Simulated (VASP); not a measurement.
# InAs (F-43m) in VASP: further runs, part 2 of 2

VASP 6.6.1.

### 4 Single point, PBE

This run uses another cell than the first one, of 26.93 Å³/atom, 0.910 times its volume.

Input file INCAR:

```
  PREC = Accurate
  ENCUT = 520
  EDIFF = 1E-7
  ISMEAR = 0
  SIGMA = 0.1
  LREAL = F
  LASPH = T
  NELM = 80
  ALGO = Normal
  ISIF = 2
  LWAVE = F
  LCHARG = F
  GGA = PE
  NBANDS = 16
```

Input file KPOINTS:

```
regular mesh
0
Gamma
  12 12 12
```

Input file POSCAR:

```
InAs
1.0
    0.0000000000      2.9974365835      2.9974365835
    2.9974365835      0.0000000000      2.9974365835
    2.9974365835      2.9974365835      0.0000000000
In As
1 1
Direct
    0.0000000000      0.0000000000      0.0000000000
    0.2500000000      0.2500000000      0.2500000000
```

Run with:

```sh
$ cat potpaw_PBE.64/In_d/POTCAR potpaw_PBE.64/As/POTCAR > POTCAR
$ mpirun -np 1 vasp_std > vasp.out
```

It took 27 s on 1 thread of Intel Xeon Platinum 8559C (Emerald Rapids), shared host; peak memory 0.21 GiB.

It converged, with:

```yaml
Free_energy: -7.6296 eV
Pressure: 5.8 GPa
Band_gap_on_the_k_mesh: none (metal or under the smearing width)
```

Levels at points of the mesh, in eV from the Fermi level:
```tsv
k point	band 6	band 7	band 8	band 9	band 10	band 11	band 12	band 13
(0.00, 0.00, 0.00)	-12.09	-0.12	-0.06	-0.06	-0.06	3.86	3.86	3.86
(0.50, 0.00, 0.00)	-10.54	-5.96	-1.09	-1.09	0.96	4.63	4.63	6.83
(0.50, 0.50, 0.00)	-9.97	-6.01	-2.47	-2.47	1.44	2.00	9.30	9.40
```

### 5 Single point, PBE

This run uses another cell than the first one: it holds 2 atoms, not 8.

Input file INCAR:

```
PREC = Accurate ; ENCUT = 520
EDIFF = 1E-7 ; ISMEAR = 0
SIGMA = 0.1 ; LREAL = F
LASPH = T ; NELM = 100
ALGO = Normal ; ISIF = 2
LWAVE = F ; LCHARG = T
GGA = PE ; LELF = T
LVHAR = T ; NBANDS = 16
```

KPOINTS is that of step 4.

Input file POSCAR:

```
InAs
1.0
    0.0000000000      3.0931634716      3.0931634716
    3.0931634716      0.0000000000      3.0931634716
    3.0931634716      3.0931634716      0.0000000000
In As
1 1
Direct
    0.0000000000      0.0000000000      0.0000000000
    0.2500000000      0.2500000000      0.2500000000
```

Run with:

```sh
$ cat potpaw_PBE.64/In_d/POTCAR potpaw_PBE.64/As/POTCAR > POTCAR
$ mpirun -np 1 vasp_std > vasp.out
```

Run time: 32 s. Hardware: 1 thread of Intel Xeon 6975P-C (Granite Rapids), shared host; peak memory 0.24 GiB.

The run converged. Its results:

```yaml
Free_energy: -7.7197 eV
Pressure: 0.0 GPa
Band_gap_on_the_k_mesh: none (metal or under the smearing width)
```

Levels at points of the mesh, in eV from the Fermi level:
```csv
k point,band 6,band 7,band 8,band 9,band 10,band 11,band 12,band 13
"(0.00, 0.00, 0.00)",-11.51,-0.61,-0.07,-0.07,-0.07,3.81,3.81,3.81
"(0.50, 0.00, 0.00)",-10.24,-5.50,-0.96,-0.96,0.75,4.57,4.57,6.69
"(0.50, 0.50, 0.00)",-9.77,-5.62,-2.17,-2.17,1.59,1.98,8.69,8.74
```

Caveat: this crystal is a semiconductor, whose small gap the functional closes, so the metal is an error of the method.

### 6 Relaxation of cell and atoms, PBE

This run uses another cell than the first one, of 27.49 Å³/atom, 0.929 times its volume.

Input file INCAR:

```
PREC = Accurate
ENCUT = 600
EDIFF = 1E-6
ISMEAR = 0
SIGMA = 0.1
LREAL = F
LASPH = T
NELM = 100
ALGO = Normal
ISIF = 3
LWAVE = F
LCHARG = F
GGA = PE
IBRION = 2
NSW = 100
EDIFFG = -0.005
```

KPOINTS is that of step 5.

Input file POSCAR:

```
InAs
1.0
    0.0000000000      3.0180000000      3.0180000000
    3.0180000000      0.0000000000      3.0180000000
    3.0180000000      3.0180000000      0.0000000000
In As
1 1
Direct
    0.0000000000      0.0000000000      0.0000000000
    0.2500000000      0.2500000000      0.2500000000
```

Potentials or basis: VASP PAW PBE potentials, release 64 (In_d, As).

Run with:

```sh
$ cat potpaw_PBE.64/In_d/POTCAR potpaw_PBE.64/As/POTCAR > POTCAR
$ mpirun -np 1 vasp_std > vasp.out
```

It took 70 s on 1 thread of Intel Xeon 6975P-C (Granite Rapids), shared host; peak memory 0.26 GiB.

It converged, with:

| Property | Result |
| --- | --- |
| Free energy | -7.7193 eV |
| Relaxed volume | 29.62 Å³/atom |
| Relaxed cell | a = 4.376 Å, b = 4.376 Å, c = 4.376 Å, α = 60.00°, β = 60.00°, γ = 60.00° |
| Space group after relaxing (to 0.05 Å) | F-43m (No. 216) |
| Energy gained by relaxing | 27.1 meV/atom |
| Ionic steps | 5 |
| Pressure after relaxing | 0.0 GPa |
| Band gap on the k mesh | none (metal or under the smearing width) |

Step by step:
```csv
step,energy change (eV),largest force (eV/Å),pressure (GPa),volume (Å³)
1,0.0000,0.0000,4.37,54.98
2,-0.0454,0.0000,-1.45,61.16
3,-0.0542,0.0000,0.03,59.24
4,-0.0541,0.0000,-0.06,59.33
5,-0.0542,0.0000,0.02,59.24
```

Final structure:
```
In As
1.0
     0.00000    3.09414    3.09414
     3.09414    0.00000    3.09414
     3.09414    3.09414    0.00000
In As
1 1
Direct
  0.00000 0.00000 0.00000
  0.25000 0.25000 0.25000
```

Levels at points of the mesh, in eV from the Fermi level:
```csv
k point,band 5,band 6,band 7,band 8,band 9,band 10,band 11,band 12,band 13
"(0.00, 0.00, 0.00)",-14.23,-11.50,-0.61,-0.07,-0.07,-0.07,3.81,3.81,3.81
"(0.50, 0.00, 0.00)",-14.22,-10.24,-5.49,-0.96,-0.96,0.74,4.57,4.57,6.69
"(0.50, 0.50, 0.00)",-14.21,-9.77,-5.62,-2.16,-2.16,1.59,1.98,8.69,8.73
```

Caveat: this crystal is a semiconductor, whose small gap the functional closes, so the metal is an error of the method. PBE usually gives volumes a little too large and moduli too small.

### 7 The runs side by side

```tsv
task	cell	k mesh	cutoff (eV)	gap on the mesh (eV)	pressure (GPa)
single point	the perfect crystal in a cell of 8 atoms	4 × 4 × 4	520	none	0.1
single point	F-43m, 29.59 Å³/atom	12 × 12 × 12	520	none	0.0
single point	F-43m, 26.93 Å³/atom	12 × 12 × 12	520	none	5.8
relaxation of cell and atoms	relaxed	12 × 12 × 12	600	none	0.0
```

Alike in all rows: level PBE; potentials or basis VASP PAW PBE potentials, release 64 (In_d, As); no spin polarisation; smearing gaussian 0.1 eV.

Caveats: this crystal is a semiconductor, whose small gap the functional closes, so the metal is an error of the method (some runs).

Total energies depend on the potentials used, so only differences within one code and one set of settings carry meaning.

### 8 Comparison with measurements

Step 3. Measured gap of InAs: 0.418 eV (direct; 4.2 K; a printed reference work, data compilation). This calculation gives 0.00 eV (-0.42 eV). Spin-orbit coupling on As, In is left out. The value is that of PBE on a finite k mesh, which can miss the band edges, without temperature or zero-point motion. Semilocal functionals fall short of measured gaps as a rule.

Step 4. Against the measured gap of InAs, 0.418 eV (direct; 4.2 K; a printed reference work, data compilation), the calculated 0.00 eV is off by -0.42 eV. Spin-orbit coupling on As, In is left out. The value is that of PBE on a finite k mesh, which can miss the band edges, without temperature or zero-point motion. Semilocal functionals fall short of measured gaps as a rule.

Step 5. A measured gap of InAs is 0.418 eV (direct; 4.2 K; a printed reference work, data compilation); the calculated 0.00 eV misses it by -0.42 eV. Spin-orbit coupling on As, In is left out. The value is that of PBE on a finite k mesh, which can miss the band edges, without temperature or zero-point motion. Semilocal functionals fall short of measured gaps as a rule.
